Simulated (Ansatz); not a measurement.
# Zr: equation of state with RPBE+D4

Crystal: Zr.

```
Zr
1.0
     3.23200    0.00000    0.00000
    -1.61600    2.79899    0.00000
     0.00000    0.00000    5.14700
Zr
2
Direct
  0.66667 0.33333 0.75000
  0.33333 0.66667 0.25000
```

```yaml
Program: Ansatz 0.2.0
Task: equation of state
Functional: RPBE
Dispersion: D4
Potentials_or_basis: Ansatz PAW
Cutoff: 420 eV
Density_cutoff: 1680 eV
k_mesh: 9 × 9 × 5
Occupations: fermi-dirac, width 0.05 eV
Spin: no spin polarisation
```

```json
{
  "Equilibrium volume": "23.38 Å³/atom",
  "Bulk modulus at fixed shape and positions": "93 GPa",
  "Pressure derivative of the bulk modulus": "3.2"
}
```

Energy against volume, from the lowest point:
```csv
volume (Å³/atom),energy (meV/atom)
21.884,30.41
22.350,13.98
22.815,4.02
23.281,0.00
23.746,1.45
24.212,7.93
24.678,19.03
```

All runs of the series together: 6.8 s on 2 threads of Arm Neoverse V1, with other jobs on the host.

Caveat: the potentials were made for another functional, which shifts forces and pressure; the cell was scaled at fixed shape and fractional positions, which overstates the stiffness of a crystal with free parameters, most of all of layers and chains.
